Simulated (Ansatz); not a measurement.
PbSe2:

```xyz
6
Lattice="-3.2386 3.2386 3.9022 3.2386 -3.2386 3.9022 3.2386 3.2386 -3.9022" Properties=species:S:1:pos:R:3 pbc="T T T"
Pb    0.0000    0.0000    5.8533
Pb    0.0000    0.0000    1.9511
Se    2.3978    0.8409    0.0000
Se    0.8409    2.3978    3.9022
Se    2.3978   -0.8409    3.9022
Se    0.8409    4.0795    0.0000
```

The cell comes from a database or a generator and needn't be the stable form of this composition.

* Program: Ansatz 0.2.0
* Task: single point
* Functional: PBEsol
* Potentials or basis: Ansatz PAW
* Cutoff: 420 eV (not typed: the program's choice for these potentials)
* k mesh: 6 × 6 × 6
* Occupations: fermi-dirac, width 0.05 eV
* Spin: no spin polarisation

On this cell: pressure -1.9 GPa; largest force 0.176 eV/Å; band gap on the k mesh none (metal or under the smearing width).

The same run follows on a disturbed copy (atoms moved at random, drawn with an rms of 0.05 Å):

```
Pb Se
1.0
    -3.23863    3.23863    3.90220
     3.23863   -3.23863    3.90220
     3.23863    3.23863   -3.90220
Pb Se
2 4
Cartesian
  -0.0139 0.0168 5.8849
  0.0005 -0.0136 1.9500
  2.3697 0.8216 -0.0036
  0.8348 2.3919 3.8779
  2.4271 -0.9033 3.8976
  0.8153 4.0537 -0.0133
```

Q: What does the disturbed cell give?

A: The energy (extrapolated to zero smearing) moves by +1.2 meV/atom; pressure -1.8 GPa; largest force 0.325 eV/Å; band gap on the k mesh none (metal or under the smearing width).

Forces in eV/Å, atoms in the order of the input:
```
Pb   0.009 -0.041 -0.073
Pb  -0.017 -0.019  0.034
Se  -0.094  0.014 -0.006
Se   0.137 -0.064  0.035
Se  -0.255 -0.129  0.010
Se   0.219  0.239  0.000
```

Stress tensor (GPa, compression positive):
```
-1.74  0.16 -0.03
 0.16 -1.77  0.01
-0.03  0.01 -1.81
```

Caveats: the PAW data sets come from PBE, with cores solved anew for the run's functional, which leaves a small shift of forces and pressure.
